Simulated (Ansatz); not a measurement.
# TaN: the cost of one run

Method: DFT r2SCAN, scalar-relativistic, plane waves, PAW, in Ansatz 0.2.0.

1 further run of the same task is left out (set aside as unsound or not needed).

**1. The system as given**

The structure is hexagonal, space group P-6m2 (No. 187). Conventional cell: a = 2.938 Å, b = 2.938 Å, c = 2.883 Å, α = 90.00°, β = 90.00°, γ = 120.00°. Ta (site symmetry -6m2) has 6 N at 2.23 Å as nearest neighbours. N (site symmetry -6m2) has 6 Ta at 2.23 Å as nearest neighbours.

As a file:

```xyz
2
Lattice="2.9380 0.0000 0.0000 -1.4690 2.5444 0.0000 0.0000 0.0000 2.8830" Properties=species:S:1:pos:R:3 pbc="T T T"
Ta    0.0000    1.6963    1.4415
N     0.0000    0.0000    0.0000
```

The structure comes from the Crystallography Open Database.

**2. Functional and cell changed: r2SCAN**

What differs from the listed cell: strain xx, yy, zz, yz, xz, xy = +1.1, +1.1, +1.1, +0.0, +0.0, +0.0 %.

Contents of input.yaml:

```yaml
crystal:
  lattice:
    - [2.9703168458, 0.0, 0.0]
    - [-1.4851584229, 2.5723698458, 0.0]
    - [0.0, 0.0, 2.914713]
  atoms:
    - { symbol: Ta, position: [0.3333333333, 0.6666666667, 0.5] }
    - { symbol: "N", position: [0.0, 0.0, 0.0] }
basis:
  ecutwfc: 500
kpoints:
  mp_grid: { grid: [18, 18, 14] }
hamiltonian:
  xc: r2scan
scf:
  occupations: { method: gaussian, width: 0.1 }
output:
  forces: true
  stress: true
  eigenvalues: true
```

The run is started by

```sh
$ ansatz run input.yaml --threads 1 --pin off --max-ram 1331MiB --backend cpu --events-out ev --progress --plain --runs-dir out
```

What time and memory should one allow on 1 thread of an x86-64 CPU, shared host?

About 35 s, with a peak of 0.5 GiB.
